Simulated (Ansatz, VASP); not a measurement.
Two plane-wave programs on WC

```
W C
1.0
     2.94024    0.00000    0.00000
    -1.47012    2.54632    0.00000
     0.00000    0.00000    2.75305
W C
1 1
Direct
  0.00000 0.00000 0.00000
  0.66667 0.33333 0.50000
```

Alike in both runs: task single point; functional PBEsol; k mesh 21 × 21 × 18; occupations gaussian, width 0.15 eV; no spin polarisation.

```csv
,VASP,Ansatz
version,VASP 6.6.1,Ansatz 0.2.0
potentials or method,"VASP PAW PBE potentials, release 64 (W_sv, C)","scalar-relativistic, plane waves, PAW"
plane-wave cutoff (eV),520,420
valence electrons in the cell,18,18
```

VASP gave:

| Quantity | Value |
| --- | --- |
| gap on the k mesh at the Fermi level (eV) | none |
| pressure (GPa) | 2.8 |
| largest component of the traceless stress (GPa) | 20.45 |

Question: Estimate Ansatz's values.

Answer: gap on the k mesh at the Fermi level (eV): none; pressure (GPa): 1.5; largest component of the traceless stress (GPa): 20.14.

A gap of «none» marks a metal or a gap that the smearing closes.

Caveats: the PAW data sets were made with another functional, which shifts forces and pressure a little (VASP). Spin-orbit coupling is left out, which matters for the levels of W.
